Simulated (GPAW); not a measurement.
# TiSi2 (Immm) in GPAW: reference runs

How does TiSi2 come out in PBEsol? The cell is run as given.

Everything below comes from runs of GPAW 26.7.0. Logs are shortened: lines on timing, memory, paths and dates and some standing lists are left out, and cuts for length are marked. The log counts tension as positive stress, the text compression.

### 1 The crystal as given

It takes space group Immm (No. 71, orthorhombic). The conventional cell has a = 2.946 Å, b = 3.424 Å, c = 8.424 Å, α = 90.00°, β = 90.00°, γ = 90.00°. Around Ti (site symmetry mmm) lie 10 Si at 2.67 to 2.78 Å and 2 Ti at 2.95 Å. Si (site symmetry mm2) is surrounded by 7 Si at 2.63 to 2.95 Å and 5 Ti at 2.67 to 2.78 Å.

The cell comes from a database or a generator and needn't be the stable form of this composition.

### 2 Single point, PBEsol

run.py reads:

```python
from ase import Atoms
from ase.dft.bandgap import bandgap
from ase.io import write
from ase.units import Bohr, GPa
from gpaw import GPAW, PW, setup_paths
from gpaw.elf import elf_from_dft_calculation

setup_paths.insert(0, '.')

atoms = Atoms(['Ti', 'Si', 'Si'],
              cell=[[-1.472872, 1.71213, 4.212083],
                    [1.472872, -1.71213, 4.212083],
                    [1.472872, 1.71213, -4.212083]],
              scaled_positions=[[0.0, 0.0, 0.0],
                                [0.670078, 0.670078, 0.0],
                                [0.329922, 0.329922, 0.0]],
              pbc=True)

calc = GPAW(mode=PW(600),
            xc='PBEsol',
            kpts={'size': (12, 12, 12), 'gamma': True},
            occupations={'name': 'fermi-dirac', 'width': 0.05},
            nbands=21,
            convergence={'density': 1e-05, 'energy': 1e-05},
            maxiter=150,
            txt='gpaw.txt')
atoms.calc = calc
energy = atoms.get_potential_energy()
forces = atoms.get_forces()
stress = atoms.get_stress()
calc.write('gs.gpw')
write('result.traj', atoms)
print(f'Energy: {energy:.6f} eV')
print('Forces (eV/A):')
print(forces.round(4))
print('Stress (GPa):', (stress / GPa).round(3))
print('Fermi level:', round(calc.get_fermi_level(), 4), 'eV')
print(f'Gap: {bandgap(calc)[0]:.4f} eV, direct: {bandgap(calc, direct=True)[0]:.4f} eV')

# fields on the real-space grid
write('density.cube', atoms, data=calc.get_pseudo_density() * Bohr**3)
write('potential.cube', atoms, data=calc.get_electrostatic_potential())
write('elf.cube', atoms, data=elf_from_dft_calculation(calc).data)
```

Potentials or basis: PAW data sets generated in the run's folder for this functional, pw.

On the command line:

```sh
$ gpaw-setup -f PBEsol Si Ti
$ OMP_NUM_THREADS=1 python run.py
```

gpaw.txt:

```text
__  _  _
 | _ |_)|_||  |
 |__||  | ||/\| - 26.7.0

Input parameters:
  mode=PW(ecut=600.0),
  convergence={'density': 1e-05, 'energy': 1e-05},
  kpts=MonkhorstPack(size=(12, 12, 12), gamma=True),
  maxiter=150,
  nbands=21,
  occupations=Occupations(name='fermi-dirac', width=0.05),
  xc=XC(name='PBEsol')

Diagonalizing LCAO Hamiltonian
Converting LCAO to pw mode

       Si

       Si

       Ti

Atoms  # Å, Bohr magnetons
|   | symbol |         x |         y |        z |    initial magnetic moments |
|---|--------|-----------|-----------|----------|-----------------------------|
| 0 |     Ti |  0.000000 |  0.000000 | 0.000000 | ( 0.0000,  0.0000,  0.0000) |
| 1 |     Si | -0.000000 |  0.000000 | 5.644848 | ( 0.0000,  0.0000,  0.0000) |
| 2 |     Si | -0.000000 | -0.000000 | 2.779318 | ( 0.0000,  0.0000,  0.0000) |

Unit cell  # Å
| periodic |         x |         y |         z |  lengths |     angles |
|----------|-----------|-----------|-----------|----------|------------|
|      yes | -1.472872 |  1.712130 |  4.212083 | 4.779371 | 144.101702 |
|      yes |  1.472872 | -1.712130 |  4.212083 | 4.779371 | 138.016520 |
|      yes |  1.472872 |  1.712130 | -4.212083 | 4.779371 |  56.399639 |

Number of symmetries: 8
Symmetry operations  # r_c * U_cc + t_c -> r_c
|   | kind |            matrix            |
|---|------|------------------------------|
| 0 |  σ   |  1, 1, 1,  0, 0,-1,  0,-1, 0 |
| 1 |  E   |  1, 0, 0,  0, 1, 0,  0, 0, 1 |
| 2 |  C2  |  0, 1, 0,  1, 0, 0, -1,-1,-1 |
| 3 |  C2  |  0, 0, 1, -1,-1,-1,  1, 0, 0 |
| 4 |  σ   |  0, 0,-1,  1, 1, 1, -1, 0, 0 |
| 5 |  σ   |  0,-1, 0, -1, 0, 0,  1, 1, 1 |
| 6 |  i   | -1, 0, 0,  0,-1, 0,  0, 0,-1 |
| 7 |  C2  | -1,-1,-1,  0, 0, 1,  0, 1, 0 |

BZ-sampling:
  Number of BZ points: 1728
  Number of IBZ points: 280

  Monkhorst-Pack size: [12, 12, 12]
  Monkhorst-Pack shift: [0.041666666666666664, 0.041666666666666664, 0.041666666666666664]

K-points  # in reciprocal-cell coordinates
|     |                                coordinates |     weight |
|-----|--------------------------------------------|------------|
|   0 | ( -0.00000000,  -0.00000000,  -0.00000000) | 0.00057870 |
|   1 | (  0.08333333,  -0.08333333,  -0.08333333) | 0.00115741 |
|   2 | (  0.08333333,  -0.08333333,  -0.00000000) | 0.00231481 |
|   3 | (  0.08333333,  -0.08333333,   0.08333333) | 0.00115741 |
|   4 | (  0.08333333,  -0.00000000,  -0.08333333) | 0.00231481 |
|   5 | (  0.08333333,  -0.00000000,  -0.00000000) | 0.00231481 |
|   6 | (  0.08333333,   0.08333333,  -0.08333333) | 0.00115741 |
|   7 | (  0.16666667,  -0.16666667,  -0.16666667) | 0.00115741 |
|   8 | (  0.16666667,  -0.16666667,  -0.08333333) | 0.00231481 |
|   9 | (  0.16666667,  -0.16666667,  -0.00000000) | 0.00231481 |
| ... |                                            |            |
| 279 | (  0.50000000,   0.50000000,   0.50000000) | 0.00057870 |

Plane wave coefficients: 1438
Cutoff: 600.0 eV

Spin-components: 1 (collinear spins)
Bands:           21
Projectors:      16
Spin-degeneracy: 2
Datatype:        complex128

Parallelization:
  kpt:    1
  domain: 1
  band:   1

Density:
  Valence electrons: 20.0
  Components: 1
  Grid points: [27 27 27]
  Charge: 0.0  # |e|

Potential:
  Grid points: [27 27 27]

species:
  Ti:
    name:    Titanium
    Z:       22.0
    valence: 12
    core:    10
    charge:  0.0  # [|e|]
    compensation charges:
      type: gauss
      rc: 0.38  # [Å]
      lmax: 2
    cutoffs:
      filter: 2.23  # [Å]
      core: 1.02  # [Å]
    projectors
    | kind |    occ | energy [eV] | rcut [Å] |
    |------|--------|-------------|----------|
    |   3s |  2.000 |     -62.441 |    1.270 |
    |   4s |  2.000 |      -4.477 |    1.270 |
    |   3p |  6.000 |     -38.776 |    1.058 |
    |   4p |  0.000 |      -1.449 |    1.058 |
    |   3d |  2.000 |      -4.275 |    1.058 |
    |    d |        |      22.937 |    1.058 |

    Using partial waves for Ti as LCAO basis

  Si:
    name:    Silicon
    Z:       14.0
    valence: 4
    core:    10
    charge:  0.0  # [|e|]
    compensation charges:
      type: gauss
      rc: 0.33  # [Å]
      lmax: 2
    cutoffs:
      filter: 1.86  # [Å]
      core: 2.06  # [Å]
    projectors
    | kind |    occ | energy [eV] | rcut [Å] |
    |------|--------|-------------|----------|
    |   3s |  2.000 |     -10.768 |    1.058 |
    |   3p |  2.000 |      -4.057 |    1.058 |
    |    s |        |      16.444 |    1.058 |
    |    p |        |      23.155 |    1.058 |
    |    d |        |       0.000 |    1.058 |

    Using partial waves for Si as LCAO basis

Reference energy: -38941.141068  # eV

eigensolver:
  PPCG
  Converge bands: occupied
  niter=2

density mixing:
  MSR1-Mixer
  Pratt-step length: 0.05
  Maximum mixing coefficient: 0.75
  Old densities: 10
  SVD Regularization: 0.005
  Good broyden scale: 1.0
  Trust region scale: 1.0
  Backstep threshold: 4.0
  History deletion threshold: 6.0
  Fourier metric: weight=20.0, sigma=0.015

occupation numbers:
  Fermi-Dirac:
    width: 0.0500  # eV

poisson solver:
  ecut: 4800.0  # eV

xc functional:
  name: PBEsol with 2 nearest neighbor stencil

convergence criteria:
- Maximum integral of absolute [dens]ity change: 1e-05 electrons / valence electron
- Maximum [total energy] change in last 3 cyles: 1e-05 eV / valence electron
- Maximum integral of absolute [eigenst]ate change: 4e-08 eV^2 / valence electron
maximum number of iterations: 150

SCF iterations
|iter     | |      energy | eigst |  dens |
|---------|-|-------------|-------|-------|
|iter:   1| |  -20.307143 | +0.41 |       |
|iter:   2| |  -20.278047 | -2.63 | -1.21 |
|iter:   3| |  -20.135699 | -1.98 | -1.24 |
|iter:   4| |  -20.152139 | -2.47 | -1.76 |
|iter:   5| |  -20.130665 | -3.11 | -1.87 |
|iter:   6| |  -20.131241 | -4.34 | -2.32 |
|iter:   7| |  -20.131252 | -5.18 | -3.09 |
|iter:   8| |  -20.131254c| -6.95 | -3.86 |
|iter:   9| |  -20.131254c| -8.29c| -4.40 |
|iter:  10| |  -20.131254c| -8.37c| -5.10c|

Converged in 10 steps
Energy contributions relative to reference atoms: (reference = -38941.141068)

Energy contributions:
  Kinetic:          16.262385
  Coulomb:         -12.620659
  Zero:             -0.037691
  External:          0.000000
  Xc:              -23.729694
  Entropy:          -0.011191
  Spinorbit:         0.000000
  ----------------------------
  Free energy:     -20.136849
  Extrapolated:    -20.131254

dipole moment: (-11.109308, -12.913939, 4.930417)  # |e|*Ang

Fermi level: 9.488
Eigenvalues  # (at kpt = [-0.000, -0.000, -0.000])
| band index |      eig [eV] | occ [0-2] |
|------------|---------------|-----------|
|          0 |       -46.517 |     2.000 |
|          1 |       -22.967 |     2.000 |
|          2 |       -22.944 |     2.000 |
|          3 |       -22.690 |     2.000 |
|          4 |        -3.066 |     2.000 |
|          5 |         4.743 |     2.000 |
[... 9 lines left out ...]
|         15 |        14.978 |     0.000 |
|         16 |        15.275 |     0.000 |
|        ... |               |           |
|         20 |        23.576 |     0.000 |

No gap
No difference between direct/indirect transitions

Forces  # eV/Ang
|       x |       y |        z |
|---------|---------|----------|
| 0.00000 | 0.00000 |  0.00000 |  # Ti   0
| 0.00000 | 0.00000 | -0.06248 |  # Si   1
| 0.00000 | 0.00000 |  0.06248 |  # Si   2

Stress tensor  # eV/Ang^3
|        x |        y |        z |
|----------|----------|----------|
| 0.016268 | 0.000000 | 0.000000 |
| 0.000000 | 0.020900 | 0.000000 |
| 0.000000 | 0.000000 | 0.023911 |

# Writing to gs.gpw (mode='')
```

It took 5.2 min on 1 thread of Arm Neoverse V1, shared host; peak memory 0.38 GiB.

Results:

* Free energy: -20.1368 eV
* Pressure: -3.3 GPa
* Largest force: 0.062 eV/Å
* Band gap on the k mesh: none (metal or under the smearing width)

Forces in eV/Å, atoms in the order of the input:
```
Ti   0.000  0.000  0.000
Si   0.000  0.000 -0.062
Si   0.000  0.000  0.062
```

Stress tensor (GPa, compression positive):
```
-2.61  0.00  0.00
 0.00 -3.35  0.00
 0.00  0.00 -3.83
```

Caveat: the program warned that so skewed a cell can give wrong results.
